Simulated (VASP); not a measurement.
# CdS (Hawleyite) (F-43m) in VASP: settings compared, part 2 of 2

VASP 6.6.1.

**5. Relaxation of cell and atoms, r2SCAN**

This run uses another cell than the first one, of 25.49 Å³/atom, 1.028 times its volume.

Input file INCAR:

```
  PREC = Accurate
  ENCUT = 600
  EDIFF = 1E-7
  ISMEAR = 0
  SIGMA = 0.03
  LREAL = F
  LASPH = T
  NELM = 80
  ALGO = Normal
  ISIF = 3
  LWAVE = F
  LCHARG = F
  METAGGA = R2SCAN
  LMIXTAU = T
  IBRION = 2
  NSW = 90
  EDIFFG = -0.005
```

Input file KPOINTS:

```
regular mesh
0
Gamma
  8 8 8
```

Input file POSCAR:

```
CdS                                     
1.0
    0.0000000000      2.9431428968      2.9431428968
    2.9431428968     -0.0000000000      2.9431428968
    2.9431428968      2.9431428968      0.0000000000
  Cd              S             
     1     1
Direct
     0.0000000000000000    0.0000000000000000    0.0000000000000000
     0.2500000000000000    0.2500000000000000    0.2500000000000000
```

Potentials or basis: VASP PAW PBE potentials, release 64 (Cd, S).

Command:

```bash
> cat potpaw_PBE.64/Cd/POTCAR potpaw_PBE.64/S/POTCAR > POTCAR
> mpirun -np 1 vasp_std > vasp.out
```

OUTCAR:

```text
PREC = Accurate
   ENCUT = 600
   EDIFF = 1E-7
   ISMEAR = 0
   LREAL = F
   LASPH = T
   NELM = 80
   ISIF = 3
   METAGGA = R2SCAN
   IBRION = 2
   NSW = 90
   EDIFFG = -0.005

 ion  position               nearest neighbor table
   1  0.000  0.000  0.000-   2 2.55   2 2.55   2 2.55   2 2.55
   2  0.250  0.250  0.250-   1 2.55   1 2.55   1 2.55   1 2.55

  LATTYP: Found a face centered cubic cell.
 ALAT       =     5.8862857936

  Lattice vectors:

 A1 = (   0.0000000000,   2.9431428968,   2.9431428968)
 A2 = (   2.9431428968,   0.0000000000,   2.9431428968)
 A3 = (   2.9431428968,   2.9431428968,   0.0000000000)

Analysis of symmetry for initial positions (statically):
=====================================================================
 Subroutine PRICEL returns:
 Original cell was already a primitive cell.

 Routine SETGRP: Setting up the symmetry group for a
 face centered cubic supercell.

 Subroutine GETGRP returns: Found 24 space group operations
 (whereof 24 operations were pure point group operations)
 out of a pool of 48 trial point group operations.

The static configuration has the point symmetry T_d .

Analysis of symmetry for dynamics (positions and initial velocities):
=====================================================================
 Subroutine PRICEL returns:
 Original cell was already a primitive cell.

 Routine SETGRP: Setting up the symmetry group for a
 face centered cubic supercell.

 Subroutine GETGRP returns: Found 24 space group operations
 (whereof 24 operations were pure point group operations)
 out of a pool of 48 trial point group operations.

The dynamic configuration has the point symmetry T_d .

 Subroutine INISYM returns: Found 24 space group operations
 (whereof 24 operations are pure point group operations),
 and found     1 'primitive' translations

----------------------------------------------------------------------------------------

                                     Primitive cell

  volume of cell :      50.9875

  direct lattice vectors                    reciprocal lattice vectors
     0.000000000  2.943142897  2.943142897    -0.169886417  0.169886417  0.169886417
     2.943142897  0.000000000  2.943142897     0.169886417 -0.169886417  0.169886417
     2.943142897  2.943142897  0.000000000     0.169886417  0.169886417 -0.169886417

  length of vectors
     4.162232601  4.162232601  4.162232601     0.294251905  0.294251905  0.294251905

  position of ions in fractional coordinates (direct lattice)
     0.000000000  0.000000000  0.000000000
     0.250000000  0.250000000  0.250000000

  ion indices of the primitive-cell ions
   primitive index   ion index
                 1           1
                 2           2

----------------------------------------------------------------------------------------

 KPOINTS: regular mesh

Automatic generation of k-mesh.
 Grid dimensions read from file:
 generate k-points for:    8    8    8

 Generating k-lattice:

  Cartesian coordinates                     Fractional coordinates (reciprocal lattice)
    -0.021235802  0.021235802  0.021235802     0.125000000  0.000000000  0.000000000
     0.021235802 -0.021235802  0.021235802     0.000000000  0.125000000  0.000000000
     0.021235802  0.021235802 -0.021235802     0.000000000  0.000000000  0.125000000

  Length of vectors
     0.036781488  0.036781488  0.036781488

  Shift w.r.t. Gamma in fractional coordinates (k-lattice)
     0.000000000  0.000000000  0.000000000

 Subroutine IBZKPT returns following result:
 ===========================================

 Found     29 irreducible k-points:

 Following reciprocal coordinates:
            Coordinates               Weight
  0.000000  0.000000  0.000000      1.000000
  0.125000  0.000000  0.000000      8.000000
  0.250000  0.000000  0.000000      8.000000
  0.375000  0.000000  0.000000      8.000000
  0.500000  0.000000  0.000000      4.000000
  0.125000  0.125000  0.000000      6.000000
[... 16 lines left out ...]
  0.500000  0.250000  0.125000     48.000000
 -0.375000  0.250000  0.125000     24.000000
 [... further k-points ...]
   k-points           NKPTS =     29   k-points in BZ     NKDIM =     29   number of bands    NBANDS=     13
   number of dos      NEDOS =    301   number of ions     NIONS =      2
   total plane-waves  NPLWV =  46656
   dimension x,y,z NGX =    36 NGY =   36 NGZ =   36
   dimension x,y,z NGXF=    72 NGYF=   72 NGZF=   72
   ions per type =               1   1
   NGX,Y,Z   is equivalent  to a cutoff of  14.38, 14.38, 14.38 a.u.
   NGXF,Y,Z  is equivalent  to a cutoff of  28.76, 28.76, 28.76 a.u.
 SYSTEM =  unknown system
   PREC   = accura    normal or accurate (medium, high low for compatibility)
   ISTART =      0    job   : 0-new  1-cont  2-samecut
   ICHARG =      2    charge: 1-file 2-atom 10-const
   ISPIN  =      1    spin polarized calculation?
   LNONCOLLINEAR =      F non collinear calculations
   LSORBIT =      F    spin-orbit coupling
   LASPH  =      T    aspherical Exc in radial PAW
   ENCUT  =  600.0 eV  44.10 Ry    6.64 a.u.   8.31  8.31  8.31*2*pi/ulx,y,z
   NELM   =     80;   NELMIN=  2; NELMDL= -5     # of ELM steps
   EDIFF  = 0.1E-06   stopping-criterion for ELM
   LREAL  =      F    real-space projection
   EDIFFG = -.5E-02   stopping-criterion for IOM
   NSW    =     90    number of steps for IOM
   IBRION =      2    ionic relax: 0-MD 1-quasi-New 2-CG
   NFREE  =      1    steps in history (QN), initial steepest desc. (CG)
   ISIF   =      3    stress and relaxation
   ISYM   =      2    0-nonsym 1-usesym 2-fastsym
   POTIM  = 0.5000    time-step for ionic-motion
   TEBEG  =    0.0;   TEEND  =   0.0 temperature during run
   PSTRESS=    0.0 pullay stress
   NELECT =      18.0000    total number of electrons
   NUPDOWN=      -1.0000    fix difference up-down
   EMIN   =  10.00;   EMAX   =-10.00  energy-range for DOS
   EFERMI =   0.00;   METHOD = LEGACY
   ISMEAR =     0;   SIGMA  =   0.03  broadening in eV -4-tet -1-fermi 0-gaus
   EFERMI_NEDOS =   21; number of points for ismear=-14 and -15
   IALGO  =     38    algorithm
   IMIX   =      4    mixing-type and parameters
     AMIX     =   0.40;   BMIX     =  1.00
     AMIX_MAG =   1.60;   BMIX_MAG =  1.00
  volume/ion in A,a.u.               =      25.49       172.04
  Fermi-wavevector in a.u.,A,eV,Ry     =   1.157029  2.186468 18.214345  1.338717
  Thomas-Fermi vector in A             =   2.293644
   LORBIT       =      0    0 simple, 1 ext, 2 COOP (PROOUT), +10 PAW based schemes
   METAGGA = R2SCAN    functional components
   LHFCALC =     F    Hartree Fock is set to
   AEXX    =    0.0000 exact exchange contribution
   IVDW    =     0    specifies the selected vdW correction
   LEPSILON=     F    determine dielectric tensor
   LRPA    =     F    only Hartree local field effects (RPA)
 conjugate gradient relaxation of ions
 non-spin polarized calculation
 Gauss-broadening in eV      SIGMA  =   0.03
  energy-cutoff  :      600.00
  volume of cell :       50.99
 maximum number of plane-waves:      1727
 NGX is ok and might be reduce to    36
   NGX = 17   NGY = 17   NGZ = 17

 number of electron      17.9999999 magnetization

 Free energy of the ion-electron system (eV)
  ---------------------------------------------------
  ext. energy  EPLUGINS =         0.00000000
  ---------------------------------------------------
  free energy    TOTEN  =       -29.68637522 eV

  energy without entropy =      -29.68637522  energy(sigma->0) =      -29.68637522

 E-fermi :   0.9604     XC(G=0):  -9.5993

 val. band max:        0.8189494972   @ k =   0.0000   0.0000   0.0000
 cond. band min:       2.3477893673   @ k =   0.0000   0.0000   0.0000
 fundamental gap:      1.5288398701
 Fermi energy:         0.9604390293

 k-point     1 :       0.0000    0.0000    0.0000
  band No.  band energies     occupation
      1     -11.8879      2.00000
      2      -7.0542      2.00000
      3      -7.0542      2.00000
      4      -7.0542      2.00000
      5      -6.5795      2.00000
      6      -6.5795      2.00000
      7       0.8189      2.00000
      8       0.8189      2.00000
      9       0.8189      2.00000
     10       2.3478      0.00000
     11       7.8985      0.00000
     12       7.8985      0.00000
     13       7.8985      0.00000
[... 354 lines left out ...]
  band No.  band energies     occupation
      1     -11.4227      2.00000
      2      -6.8886      2.00000
      3      -6.8555      2.00000
      4      -6.6026      2.00000
      5      -6.5539      2.00000
      6      -6.1097      2.00000
      7      -3.1869      2.00000
      8      -1.0590      2.00000
      9      -0.3649      2.00000
     10       5.6077      0.00000
     11       6.9810      0.00000
     12       8.5018      0.00000
     13       9.6424      0.00000

 [... further k-points ...]
[... 5 lines left out ...]
  --------------------------------------------------------------------------------------
  -------------------------------------------------------------------------------------
  Total        0.0010459      0.0010459      0.0010459     -0.0000000     -0.0000000     -0.0000000
  in kB        0.0328657      0.0328657      0.0328657     -0.0000000     -0.0000000     -0.0000000
  external PRESSURE =       0.0328657 kB  Pullay stress =       0.0000000 kB

 VOLUME and BASIS-vectors are now :
 -----------------------------------------------------------------------------
  energy-cutoff  :      600.00
  volume of cell :       50.99
      direct lattice vectors                 reciprocal lattice vectors
     0.000000000  2.943142897  2.943142897    -0.169886417  0.169886417  0.169886417
     2.943142897  0.000000000  2.943142897     0.169886417 -0.169886417  0.169886417
     2.943142897  2.943142897  0.000000000     0.169886417  0.169886417 -0.169886417

 POSITION                                       TOTAL-FORCE (eV/Angst)
 -----------------------------------------------------------------------------------
      0.00000      0.00000      0.00000        -0.000000     -0.000000     -0.000000
      1.47157      1.47157      1.47157         0.000000      0.000000      0.000000
 -----------------------------------------------------------------------------------
    total drift:                                0.000000      0.000000      0.000000

  FREE ENERGIE OF THE ION-ELECTRON SYSTEM (eV)
  ---------------------------------------------------
  free  energy   TOTEN  =       -29.6863752240 eV

  energy  without entropy=      -29.6863752240  energy(sigma->0) =      -29.68637522

 reached required accuracy - stopping structural energy minimisation
```

OSZICAR:

```text
N       E                     dE             d eps       ncg     rms          rms(c)
DAV:   1     0.901954241228E+02    0.90195E+02   -0.10186E+04   770   0.145E+03
DAV:   2    -0.295101728158E+02   -0.11971E+03   -0.11338E+03   874   0.312E+02
DAV:   3    -0.348443679829E+02   -0.53342E+01   -0.53186E+01   884   0.681E+01
[... 13 lines left out ...]
DAV:  17    -0.296863748561E+02   -0.59317E-06   -0.42349E-07   789   0.726E-03    0.299E-03
DAV:  18    -0.296863752835E+02   -0.42746E-06   -0.28486E-07   774   0.673E-03    0.104E-03
DAV:  19    -0.296863750300E+02    0.25356E-06   -0.21438E-07   764   0.477E-03    0.936E-04
DAV:  20    -0.296863752433E+02   -0.21335E-06   -0.30719E-08   512   0.190E-03    0.404E-04
DAV:  21    -0.296863752240E+02    0.19361E-07   -0.50207E-09   382   0.694E-04
   1 F= -.29686375E+02 E0= -.29686375E+02  d E =-.296864E+02
```

CONTCAR:

```text
CdS
   1.00000000000000
     0.0000000000000000    2.9431428968000000    2.9431428968000000
     2.9431428968000000    0.0000000000000000    2.9431428968000000
     2.9431428968000000    2.9431428968000000    0.0000000000000000
  Cd              S
     1     1
Direct
     0.0000000000000000    0.0000000000000000    0.0000000000000000
     0.2500000000000000    0.2500000000000000    0.2500000000000000

  0.00000000E+00  0.00000000E+00  0.00000000E+00
  0.00000000E+00  0.00000000E+00  0.00000000E+00
```

It took 2.1 min on 1 thread of Intel Xeon Platinum 8259CL at 2.50GHz (Skylake/Cascade Lake), shared host; peak memory 0.22 GiB.

Results:

```
Free energy             : -29.6864 eV
Pressure after relaxing : 0.0 GPa
Band gap on the k mesh  : 1.53 eV, direct
```

Final structure:
```cif
data_structure
_symmetry_space_group_name_H-M 'P 1'
_symmetry_Int_Tables_number 1
_cell_length_a 4.1622
_cell_length_b 4.1622
_cell_length_c 4.1622
_cell_angle_alpha 60.000
_cell_angle_beta 60.000
_cell_angle_gamma 60.000
_cell_volume 50.99
loop_
_atom_site_label
_atom_site_type_symbol
_atom_site_fract_x
_atom_site_fract_y
_atom_site_fract_z
_atom_site_occupancy
Cd1 Cd 0.00000 0.00000 0.00000 1
S1 S 0.25000 0.25000 0.25000 1
```

Caveat: the relaxation stopped at its first step, so nothing moved; the PAW data sets were made with another functional, which shifts forces and pressure a little. r2SCAN opens gaps a little over a GGA but as a rule still falls short of measured ones.

**6. Relaxation of cell and atoms, PBEsol**

Input file INCAR:

```
SYSTEM = CdS
PREC = Accurate ; ENCUT = 600
EDIFF = 1E-6 ; ISMEAR = 0
SIGMA = 0.03 ; LREAL = .False.
LASPH = .True. ; NELM = 80
ALGO = Normal ; ISIF = 3
LWAVE = .False. ; LCHARG = .False.
GGA = PS ; IBRION = 2
NSW = 90 ; EDIFFG = -0.01
KPAR = 4
```

Input file KPOINTS:

```
regular mesh
0
Gamma
  8 8 8
  0 0 0
```

Input file POSCAR:

```
CdS
1.0
    0.0000000000      2.9165000000      2.9165000000
    2.9165000000      0.0000000000      2.9165000000
    2.9165000000      2.9165000000      0.0000000000
Cd S
1 1
Direct
    0.0000000000      0.0000000000      0.0000000000
    0.2500000000      0.2500000000      0.2500000000
```

Potentials or basis: VASP PAW PBE potentials, release 64 (Cd, S).

Command:

```bash
> cat potpaw_PBE.64/Cd/POTCAR potpaw_PBE.64/S/POTCAR > POTCAR
> mpirun -np 4 vasp_std > vasp.out
```

It took 12 s on 4 MPI ranks of Intel Xeon Platinum 8488C (Sapphire Rapids), shared host; peak memory 0.21 GiB.

It converged, with:

| Item | Value |
| --- | --- |
| Free energy | -6.8137 eV |
| Relaxed volume | 24.86 Å³/atom |
| Relaxed cell | a = 4.127 Å, b = 4.127 Å, c = 4.127 Å, α = 60.00°, β = 60.00°, γ = 60.00° |
| Space group after relaxing (to 0.05 Å) | F-43m (No. 216) |
| Energy gained by relaxing | 0.0 meV/atom |
| Ionic steps | 2 |
| Pressure after relaxing | 0.0 GPa |
| Band gap on the k mesh | 1.00 eV, direct |

Final structure:
```yaml
crystal:
  lattice:
    - [0.00000, 2.91846, 2.91846]
    - [2.91846, 0.00000, 2.91846]
    - [2.91846, 2.91846, 0.00000]
  atoms:
    - { symbol: Cd, position: [0.00000, 0.00000, 0.00000] }
    - { symbol: S, position: [0.25000, 0.25000, 0.25000] }
```

Levels at points of the mesh, in eV from the valence-band top:
| k point | band 7 | band 8 | band 9 | band 10 | band 11 | band 12 |
| --- | --- | --- | --- | --- | --- | --- |
| (0.00, 0.00, 0.00) | 0.00 | 0.00 | 0.00 | 1.00 | 6.45 | 6.45 |
| (0.50, 0.00, 0.00) | -4.47 | -0.76 | -0.76 | 2.89 | 6.91 | 6.91 |
| (0.50, 0.50, 0.00) | -4.01 | -1.91 | -1.91 | 3.40 | 4.25 | 9.07 |

Caveat: the PAW data sets were made with another functional, which shifts forces and pressure a little. Expect the measured gap to be larger: semilocal functionals such as PBEsol lack the derivative discontinuity.

**7. The runs side by side**

| level | potentials or basis | gap on the mesh (eV) | pressure (GPa) |
| --- | --- | --- | --- |
| LDA | VASP PAW LDA potentials, release 64 (Cd, S) | 0.96 | 0.0 |
| r2SCAN | VASP PAW PBE potentials, release 64 (Cd, S) | 1.53 | 0.0 |
| PBEsol | VASP PAW PBE potentials, release 64 (Cd, S) | 1.00 | 0.0 |

Alike in all rows: task relaxation of cell and atoms; no spin polarisation; cell relaxed; k mesh 8 × 8 × 8; cutoff (eV) 600; smearing gaussian 0.03 eV.

Caveats: the relaxation stopped at its first step, so nothing moved (some runs); the PAW data sets were made with another functional, which shifts forces and pressure a little (some runs).

Absolute energies hang on the potentials; compare differences alone.
